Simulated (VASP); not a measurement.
Wanted: the native input for a VASP 6.6.1 run.

```
Task                   : single point
Functional             : PBE
Potentials or basis    : VASP PAW PBE potentials, release 64 (Sr_sv, O)
Cutoff                 : 520 eV
k mesh                 : 4 × 4 × 4
Occupations            : gaussian, width 0.05 eV
Spin                   : no spin polarisation
Dipole correction      : no
Further INCAR settings : LREAL = Auto; ALGO = Fast; EDIFF = 1e-06; NBANDS = 72
```

The structure of Sr7O8 (a cell with a defect) lies in POSCAR:

```
Sr7O8
1.0
    0.0000000000      5.1947835166     -5.1947835166
    5.1947835166      5.1947835166      0.0000000000
    5.1947835166      0.0000000000     -5.1947835166
Sr O
7 8
Direct
    0.0000000000      0.5000000000      0.5000000000
    0.5000000000      0.0000000000      0.5000000000
    0.5000000000      0.5000000000      0.5000000000
    0.0000000000      0.0000000000      1.0000000000
    0.0000000000      0.5000000000      1.0000000000
    0.5000000000      0.0000000000      1.0000000000
    0.5000000000      0.5000000000      1.0000000000
    0.2665638086      0.7334361914      0.2334361914
    0.2665638086      0.2665638086      0.2334361914
    0.7500000000      0.7500000000      0.2500000000
    0.7334361914      0.2665638086      0.2334361914
    0.2665638086      0.7334361914      0.7665638086
    0.2500000000      0.2500000000      0.7500000000
    0.7334361914      0.7334361914      0.7665638086
    0.7334361914      0.2665638086      0.7665638086
```

The cell isn't the ideal one: Sr vacancy, atoms relaxed.

One way to write it, as run:

INCAR

```
SYSTEM = Sr7O8
PREC     = Accurate       ! precision mode
ENCUT    = 520            ! plane-wave cutoff, eV
EDIFF    = 1E-6           ! SCF threshold, eV
ISMEAR   = 0              ! smearing method
SIGMA    = 0.05           ! smearing width, eV
LREAL    = Auto         
LASPH    = .TRUE.         ! aspherical terms in the spheres
NELM     = 100            ! most SCF steps
ALGO     = Fast           ! electronic algorithm
ISIF     = 2              ! what is computed and relaxed
LWAVE    = .FALSE.        ! write WAVECAR
LCHARG   = .FALSE.        ! write CHGCAR
GGA      = PE             ! functional
NBANDS   = 72             ! bands
```

KPOINTS

```
Automatic mesh
0
G
  4 4 4
  0 0 0
```

Potentials or basis: VASP PAW PBE potentials, release 64 (Sr_sv, O).

Launch:

```console
$ cat potpaw_PBE.64/Sr_sv/POTCAR potpaw_PBE.64/O/POTCAR > POTCAR
$ mpirun -np 1 vasp_std > vasp.out
```

Results of the run:

```json
{
  "Pressure": "0.4 GPa",
  "Largest force": "0.041 eV/Å",
  "Band gap on the k mesh": "none (metal or under the smearing width)"
}
```

Wall time 14 min on 1 thread of Intel(R) Xeon(R) Platinum 8259CL CPU @ 2.50GHz (Skylake/Cascade Lake) (shared host), peak memory 0.47 GiB.
